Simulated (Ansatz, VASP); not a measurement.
## SnH5: VASP beside Ansatz

The input INCAR:

```
SYSTEM = SnH5
ALGO = Normal
EDIFF = 1E-7
EDIFFG = -0.04
ENCUT = 600
GGA = PE
IBRION = 2
ISIF = 3
ISMEAR = 0
LASPH = .True.
LCHARG = .False.
LREAL = .False.
LWAVE = .False.
NELM = 100
NSW = 90
PREC = Accurate
SIGMA = 0.1
```

The input KPOINTS:

```
k-points
0
Gamma
  6 6 2
  0 0 0
```

POSCAR

```
SnH5
1.0
    2.6255880400      0.0000000000      0.0000000000
   -1.3127940200      2.2738259400      0.0000000000
    0.0000000000      0.0000000000     13.4769228700
Sn H
1 5
Direct
    0.3333333300      0.6666666700      0.0000000000
    0.6666666700      0.3333333300      0.8184250000
    0.3333333300      0.6666666700      0.6598208500
    0.6666666700      0.3333333300      0.5000000000
    0.3333333300      0.6666666700      0.3401791500
    0.6666666700      0.3333333300      0.1815750000
```

Input for Ansatz:

```yaml
crystal:
  lattice:
    - [2.62558804, 0.0, 0.0]
    - [-1.31279402, 2.27382594, 0.0]
    - [0.0, 0.0, 13.47692287]
  atoms:
    - { symbol: Sn, position: [0.33333333, 0.66666667, 0.0] }
    - { symbol: H, position: [0.66666667, 0.33333333, 0.818425] }
    - { symbol: H, position: [0.33333333, 0.66666667, 0.65982085] }
    - { symbol: H, position: [0.66666667, 0.33333333, 0.5] }
    - { symbol: H, position: [0.33333333, 0.66666667, 0.34017915] }
    - { symbol: H, position: [0.66666667, 0.33333333, 0.181575] }
basis:
  ecutwfc: 420
kpoints:
  mp_grid: { grid: [6, 6, 2] }
hamiltonian:
  xc: pbe
scf:
  occupations: { method: gaussian, width: 0.1 }
  lower_state_search: "off"
output:
  forces: true
  stress: true
  eigenvalues: true
relax:
  adjacent_minimum: "off"
  f_tol: 0.04
  max_steps: 70
  cell: { stress_tol: 0.4 }
```

Change from the starting cell: species swapped into the CeMg5 type (P-6m2, No. 187).

Alike in both runs: task relaxation of cell and atoms; functional PBE; k mesh 6 × 6 × 2; occupations gaussian, width 0.1 eV; no spin polarisation.

|  | VASP | Ansatz |
| --- | --- | --- |
| version | VASP 6.6.1 | Ansatz 0.2.0 |
| potentials or method | VASP PAW PBE potentials, release 64 (Sn_d, H) | scalar-relativistic, plane waves, PAW |
| plane-wave cutoff (eV) | 600 | 420 |
| valence electrons in the cell | 19 | 19 |

```tsv
	VASP	Ansatz	Ansatz less VASP
gap on the k mesh at the Fermi level, each at its own relaxed structure (eV)	none	none	-
relaxed volume (Å³/atom)	9.86	10.11	+0.254
relaxed cell length with the largest relative difference (Å)	3.571	3.618	+0.0474
energy change over the relaxation (meV/atom)	-1730	-1745	-14.9
```

A gap of «none» marks a metal or a gap that the smearing closes.

Caveats: the k mesh is coarse (spacing up to 0.46 Å⁻¹), so the values aren't converged; the volume moved by over 15 % at a fixed basis, so the end points are rough (VASP).
